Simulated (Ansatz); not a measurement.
# Minibands of SrO/MgS superlattices, part 2 of 2

Aim: gap, minibands and decay constants of SrO/MgS superlattices of several periods. The crystals are SrO rock salt(001) and MgS rock salt(001), on a common net of side 3.677 Å (+0.0 % and -0.6 % against typed lattice constants near PBE's). Layer spacings come from each crystal relaxed along the normal on that net, and the joins take the mean spacing. The stacks are then relaxed. The first steps treat the bulk crystals alone.

Ansatz 0.2.0; PBE DFT, plane waves, PAW files (the session's first sound run).

So far, gap on path (eV): step 3 (band edges, strain 0, crystal SrO rock salt(001)) 3.32; step 5 (band edges, strain -0.0057, crystal MgS rock salt(001)) 2.73; step 7 (band edges of the superlattice, atomic layers of each crystal 2×1, k-mesh 8×8×4) 3.27.

## 10. Band edges of the superlattice, atomic layers of each crystal 4×2, k-mesh 8×8×2

Another period, with its own band edges.

input.yaml reads:

```yaml
crystal:
  lattice:
    - [3.677, 0.0, 0.0]
    - [0.0, 3.677, 0.0]
    - [0.0, 0.0, 15.6335606045]
  atoms:
    - { symbol: O, position: [0.0, 0.0, -0.0039276168] }
    - { symbol: Sr, position: [0.5, 0.5, 0.0025483197] }
    - { symbol: O, position: [0.5, 0.5, 0.168171232] }
    - { symbol: Sr, position: [0.0, 0.0, 0.1660439687] }
    - { symbol: O, position: [0.0, 0.0, 0.3300266641] }
    - { symbol: Sr, position: [0.5, 0.5, 0.3321539274] }
    - { symbol: O, position: [0.5, 0.5, 0.5021255129] }
    - { symbol: Sr, position: [0.0, 0.0, 0.4956495764] }
    - { symbol: S, position: [0.0, 0.0, 0.6734920311] }
    - { symbol: Mg, position: [0.5, 0.5, 0.6531142503] }
    - { symbol: S, position: [0.5, 0.5, 0.824705865] }
    - { symbol: Mg, position: [0.0, 0.0, 0.8450836458] }
kpoints:
  mp_grid: { grid: [8, 8, 2] }
  band_path: { path: [VBM, CBM], npoints: 24 }
scf:
  occupations: { method: fixed }
  max_iter: 120
hamiltonian:
  xc: pbe
output:
  eigenvalues: true
  write_potential: true
  write_density: true
  volumetric_format: npy
```

The run is started by

```
$ ansatz run input.yaml --threads 4 --pin off --max-ram 10240MiB --backend cpu --events-out ev --progress --plain --runs-dir out
```

Run time: 33 s. Hardware: 4 threads of Arm Neoverse V1, shared host; peak memory 0.71 GiB.

This step gave:

```yaml
free_energy: -22115.6515 eV
gap_on_the_k_mesh: 2.485 eV
gap_on_path: 2.483 eV, by band count; negative where bands overlap
edge_places_on_path: 0, 0.3560 1/A along the path
```

Electronic bands along the path, in eV, zero at the Fermi level (highest filled level under fixed occupations); v1 is the highest filled band, c1 the lowest empty one:

```tsv
point	v4	v3	v2	v1	c1	c2	c3	c4
VBM	-0.79	-0.78	-0.20	0.00	3.50	4.04	4.15	4.55
halfway	-0.79	-0.36	-0.24	0.00	2.76	3.35	3.40	4.17
CBM	-0.73	-0.38	0.00	0.00	2.48	2.98	3.14	3.94
```

The searched edges give 2.48 eV, against 2.49 eV on the mesh.

## 11. Minibands and complex bands along the stacking, atomic layers of each crystal 4×2, k-mesh 8×8×2

This step: PBE DFT, plane waves, PAW files; complex bands by layer matching along the plane's normal (Ansatz 0.2.0).

Changes to input.yaml since step 10:

```diff
@@ -20,3 +20,2 @@
   mp_grid: { grid: [8, 8, 2] }
-  band_path: { path: [VBM, CBM], npoints: 24 }
 scf:
@@ -28,4 +27,6 @@
   eigenvalues: true
-  write_potential: true
-  write_density: true
-  volumetric_format: npy
+  transmission:
+    leads: [[0, 0]]
+    kpoints: [[0.0, 0.0], [0.0, 0.2083]]
+    e_range: [-1.5, 3.98]
+    de: 0.08
```

Elapsed: 23 s, on 4 threads; peak memory 0.71 GiB.

Numbers from this step:

```yaml
decay_constant_at_the_filling_level_zone_centre: 0.2551 Å⁻¹
decay_constant_at_the_filling_level_slowest_listed_point: 0.2551 Å⁻¹
```

Lower lead, k parallel (0, 0); values up to 1.153 1/Å, a degenerate pair printed once or twice; energies at which all values exceed this have no row. Im kz of the slowest decaying states against energy, zero at the highest filled level on the SCF mesh:

```tsv
energy (eV)	decay 1 (Å⁻¹)	decay 2 (Å⁻¹)	decay 3 (Å⁻¹)	decay 4 (Å⁻¹)
-1.5000	0.328	0.505	-	-
-1.2600	0.272	0.383	1.09	1.13
-1.0200	0.0725	0.258	0.416	0.994
-0.7800	0.0739	0.211	0.437	1.05
-0.4600	0.341	0.456	1.02	-
-0.2200	0.115	0.350	0.465	0.989
0.0200	0.170	0.240	0.470	0.953
0.2600	0.203	0.412	0.473	0.915
0.5000	0.225	0.465	0.474	0.876
0.7400	0.241	0.473	0.495	0.834
0.9800	0.250	0.471	0.515	0.789
1.2200	0.255	0.467	0.527	0.741
1.4600	0.255	0.462	0.534	0.688
1.7800	0.248	0.453	0.537	0.607
2.0200	0.236	0.445	0.533	0.536
2.2600	0.216	0.435	0.436	0.532
2.5000	0.187	0.197	0.426	0.525
2.7400	0.140	0.310	0.415	0.516
2.9800	0.0168	0.246	0.402	0.505
3.2200	0.183	0.387	0.491	1.02
3.4600	0.0317	0.224	0.368	0.475
3.7800	0.168	0.332	0.450	0.947
```

Lower lead, k parallel (0, 0.2083); values up to 1.153 1/Å, a degenerate pair printed once or twice; energies at which all values exceed this have no row. Im kz of the slowest decaying states against energy, zero at the highest filled level on the SCF mesh:

```tsv
energy (eV)	decay 1 (Å⁻¹)	decay 2 (Å⁻¹)	decay 3 (Å⁻¹)	decay 4 (Å⁻¹)
-1.50	0.399	0.590	0.690	0.820
-1.26	0.0701	0.291	0.292	0.471
-1.10	0.121	0.255	0.351	0.555
-0.86	0.0860	0.262	0.318	0.601
-0.62	0.0700	0.283	0.368	0.620
-0.38	0.114	0.299	0.411	0.626
-0.22	0.304	0.403	0.626	1.05
0.02	0.252	0.270	0.290	0.621
0.26	0.313	0.454	0.613	1.07
0.42	0.333	0.492	0.607	1.08
0.66	0.356	0.527	0.595	1.08
0.90	0.374	0.549	0.581	1.06
1.14	0.387	0.564	0.567	1.04
1.30	0.393	0.557	0.570	1.03
1.54	0.400	0.542	0.577	0.991
1.78	0.403	0.527	0.579	0.926
2.02	0.403	0.513	0.579	0.872
2.18	0.401	0.504	0.577	0.837
2.42	0.395	0.490	0.573	0.781
2.66	0.385	0.476	0.566	0.721
2.82	0.376	0.467	0.560	0.677
3.06	0.359	0.451	0.550	0.602
3.30	0.333	0.430	0.511	0.537
3.54	0.274	0.283	0.363	0.442
3.70	0.286	0.318	0.323	0.428
3.94	0.187	0.242	0.314	0.421
```

At the listed wavevectors the last open channel is at -0.22 eV and the next at +3.06 eV on the grid, wider than the gap, since narrow bands can fall between grid energies. At +1.22 eV, the grid energy nearest the filling level (the middle of the gap on the SCF mesh), the slowest state at the listed wavevectors decays with κ = 0.255 Å⁻¹, its amplitude falling by e over 3.9 Å.

## 12. Relaxation, stack SrO 2 / MgS 4, atomic layers of each crystal 2×4

This step: PBE DFT, plane waves, PAW files (Ansatz 0.2.0).

System of this step: SrO (2) / MgS (4). The cell holds 12 atoms: 2 O, 2 Sr, 4 S and 4 Mg. Its edges and angles: a = 3.677 Å, b = 3.677 Å, c = 15.690 Å, α = 90.0°, β = 90.0°, γ = 90.0°. Regions: 0: SrO, 4 atoms (2 O and 2 Sr); 1: MgS, 8 atoms (4 S and 4 Mg). The structure's axis is c.

input.yaml reads:

```yaml
crystal:
  lattice:
    - [3.677, 0.0, 0.0]
    - [0.0, 3.677, 0.0]
    - [0.0, 0.0, 15.6899072056]
  atoms:
    - { symbol: O, position: [0.0, 0.0, 0.0] }
    - { symbol: Sr, position: [0.5, 0.5, 0.0] }
    - { symbol: O, position: [0.5, 0.5, 0.1654695786] }
    - { symbol: Sr, position: [0.0, 0.0, 0.1654695786] }
    - { symbol: S, position: [0.0, 0.0, 0.3318369733] }
    - { symbol: Mg, position: [0.5, 0.5, 0.3318369733] }
    - { symbol: S, position: [0.5, 0.5, 0.499102184] }
    - { symbol: Mg, position: [0.0, 0.0, 0.499102184] }
    - { symbol: S, position: [0.0, 0.0, 0.6663673947] }
    - { symbol: Mg, position: [0.5, 0.5, 0.6663673947] }
    - { symbol: S, position: [0.5, 0.5, 0.8336326053] }
    - { symbol: Mg, position: [0.0, 0.0, 0.8336326053] }
kpoints:
  mp_grid: { grid: [8, 8, 2] }
scf:
  occupations: { method: fixed }
  max_iter: 120
hamiltonian:
  xc: pbe
output:
  eigenvalues: false
  forces: true
relax:
  f_tol: 0.02
  max_steps: 40
```

The job ended after 32 s (4 threads; peak memory 0.75 GiB).

Relaxation path:

```tsv
step	energy less that of the first step (eV)	largest force component (eV/Å)
1	0.0000	1.9951
2	-0.0783	1.9507
3	-0.2770	1.2863
4	-0.4343	0.1201
5	-0.4377	0.0944
6	-0.4402	0.0419
7	-0.4408	0.0145
```

The run keeps the 16 symmetry operations that it works with, so distortions that break them were not tested.

The atoms that moved most (Å):

```tsv
atom	dx	dy	dz	length
Mg12	0.000	0.000	0.143	0.143
Mg6	0.000	0.000	-0.143	0.143
S5	0.000	0.000	0.115	0.115
S11	0.000	0.000	-0.115	0.115
O3	0.000	0.000	0.082	0.082
O1	0.000	0.000	-0.082	0.082
Mg10	0.000	0.000	-0.072	0.072
Mg8	0.000	0.000	0.072	0.072
```

The largest force component on a free atom ends at 0.014 eV/Å.

## 13. Band edges of the superlattice, atomic layers of each crystal 2×4, k-mesh 8×8×2

input.yaml reads:

```yaml
crystal:
  lattice:
    - [3.677, 0.0, 0.0]
    - [0.0, 3.677, 0.0]
    - [0.0, 0.0, 15.6899072056]
  atoms:
    - { symbol: O, position: [0.0, 0.0, -0.0052396524] }
    - { symbol: Sr, position: [0.5, 0.5, 0.0030415954] }
    - { symbol: O, position: [0.5, 0.5, 0.1707092311] }
    - { symbol: Sr, position: [0.0, 0.0, 0.1624279832] }
    - { symbol: S, position: [0.0, 0.0, 0.3391875885] }
    - { symbol: Mg, position: [0.5, 0.5, 0.3227239642] }
    - { symbol: S, position: [0.5, 0.5, 0.4971690755] }
    - { symbol: Mg, position: [0.0, 0.0, 0.5036683877] }
    - { symbol: S, position: [0.0, 0.0, 0.6683005031] }
    - { symbol: Mg, position: [0.5, 0.5, 0.6618011909] }
    - { symbol: S, position: [0.5, 0.5, 0.8262819902] }
    - { symbol: Mg, position: [0.0, 0.0, 0.8427456144] }
kpoints:
  mp_grid: { grid: [8, 8, 2] }
  band_path: { path: [VBM, CBM], npoints: 24 }
scf:
  occupations: { method: fixed }
  max_iter: 120
hamiltonian:
  xc: pbe
output:
  eigenvalues: true
  write_potential: true
  write_density: true
  volumetric_format: npy
```

Wall time 26 s (4 threads); peak memory 0.71 GiB.

The searched edges give 2.51 eV, as on the mesh.

Between step 7 and this run (12 atoms and atomic layers of each crystal 2×4) the value for the gap on path moves from 3.27 eV to 2.51 eV.

## 14. Minibands and complex bands along the stacking, atomic layers of each crystal 2×4, k-mesh 8×8×2

This step: PBE DFT, plane waves, PAW files; complex bands by layer matching along the plane's normal (Ansatz 0.2.0).

Changes to input.yaml since step 13:

```diff
@@ -20,3 +20,2 @@
   mp_grid: { grid: [8, 8, 2] }
-  band_path: { path: [VBM, CBM], npoints: 24 }
 scf:
@@ -28,4 +27,6 @@
   eigenvalues: true
-  write_potential: true
-  write_density: true
-  volumetric_format: npy
+  transmission:
+    leads: [[0, 0]]
+    kpoints: [[0.0, 0.0], [0.5, 0.0]]
+    e_range: [-1.5, 4.01]
+    de: 0.08
```

The job ended after 22 s (4 threads; peak memory 0.7 GiB).

At the listed wavevectors the last open channel is at -0.30 eV and the next at +2.98 eV on the grid, wider than the gap, since narrow bands can fall between grid energies. At +1.22 eV, the grid energy nearest the filling level (the middle of the gap on the SCF mesh), the slowest state at the listed wavevectors decays with κ = 0.240 Å⁻¹, its amplitude falling by e over 4.2 Å.

## 15. Outcome

```yaml
gap_2_1_layers: 3.27 eV
gap_4_2_layers: 2.48 eV
gap_2_4_layers: 2.51 eV
least_decay_at_plus_1p65_ev_listed_points_2_1_layers: 0.241 Å⁻¹
least_decay_at_plus_1p22_ev_listed_points_4_2_layers: 0.255 Å⁻¹
least_decay_at_plus_1p22_ev_listed_points_2_4_layers: 0.240 Å⁻¹
```

**Reading.** The gap is smallest for 4+2 layers and largest for 2+1, a spread of 0.79 eV (2.48 to 3.27 eV). Both layers differ between these two. Thickening the second crystal alone, from 1 to 4 planes, takes the gap from 3.27 to 2.51 eV. A semilocal functional narrows gaps.

[Logs are printed without paths, hosts, clocks, repeated set-up lines and the standing remarks that a program may print on its own settings, such as how far it seeks lower states.]

[Hosts, paths, dates, database ids (printed as entryN), source tags and the programs' standing remarks are cut or masked in the printed files.]
